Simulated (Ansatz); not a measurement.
Crystal: Hf.

```
CELL_PARAMETERS angstrom
3.19670 0.00000 0.00000
-1.59835 2.76842 0.00000
0.00000 0.00000 5.05780
ATOMIC_POSITIONS crystal
Hf 0.66667 0.33333 0.75000
Hf 0.33333 0.66667 0.25000
```

- Program: Ansatz 0.2.0
- Task: single point
- Functional: PBEsol
- Potentials or basis: Ansatz PAW
- Cutoff: 420 eV (not typed: the program's choice for these potentials)
- k mesh: 10 × 10 × 5
- Occupations: fermi-dirac, width 0.05 eV
- Spin: no spin polarisation

On this cell: pressure -3.9 GPa; largest force under 0.003 eV/Å; band gap on the k mesh none (metal or under the smearing width).

The same run follows on a disturbed copy (atoms moved at random, drawn with an rms of 0.05 Å):

```
CELL_PARAMETERS angstrom
3.19670 0.00000 0.00000
-1.59835 2.76842 0.00000
0.00000 0.00000 5.05780
ATOMIC_POSITIONS crystal
Hf 0.67080 0.34630 0.75451
Hf 0.32565 0.67287 0.24668
```

Question: What does the disturbed cell give?

Answer: The energy (extrapolated to zero smearing) moves by +1.9 meV/atom; pressure -3.9 GPa; largest force 0.145 eV/Å; band gap on the k mesh none (metal or under the smearing width).

Forces on the atoms (eV/Å):
```
Hf  -0.060 -0.041 -0.126
Hf   0.060  0.041  0.126
```

Stress tensor (GPa, compression positive):
```
-3.60  0.23  0.05
 0.23 -3.92  0.03
 0.05  0.03 -4.04
```

Caveats: the PAW data sets come from PBE, with cores solved anew for the run's functional, which leaves a small shift of forces and pressure.
